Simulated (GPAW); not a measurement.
Crystal: HfN.

```
CELL_PARAMETERS angstrom
0.00000 2.45482 2.45482
2.45482 0.00000 2.45482
2.45482 2.45482 0.00000
ATOMIC_POSITIONS crystal
Hf 0.00000 0.00000 0.00000
N 0.25000 0.25000 0.25000
```

The cell comes from a database or a generator and needn't be the stable form of this composition.

Base run:

- Program: GPAW 26.7.0
- Functional: TPSS
- Potentials or basis: GPAW PAW data sets (gpaw-data 1.2.1)
- Cutoff: 800 eV
- Basis: pw
- k mesh: 9 × 9 × 9
- Occupations: fermi-dirac, width 0.05 eV
- Spin: no spin polarisation

Its results: band gap on the k mesh none (metal or under the smearing width); pressure 0.9 GPa.

Q: The run is repeated on the same cell with these changes: functional from TPSS to r2SCAN. What comes out?

A: Band gap on the k mesh none (metal or under the smearing width); pressure -1.8 GPa.

Caveats: the PAW data sets were made with another functional, which shifts forces and pressure a little.

Not every run made on this cell is shown here.
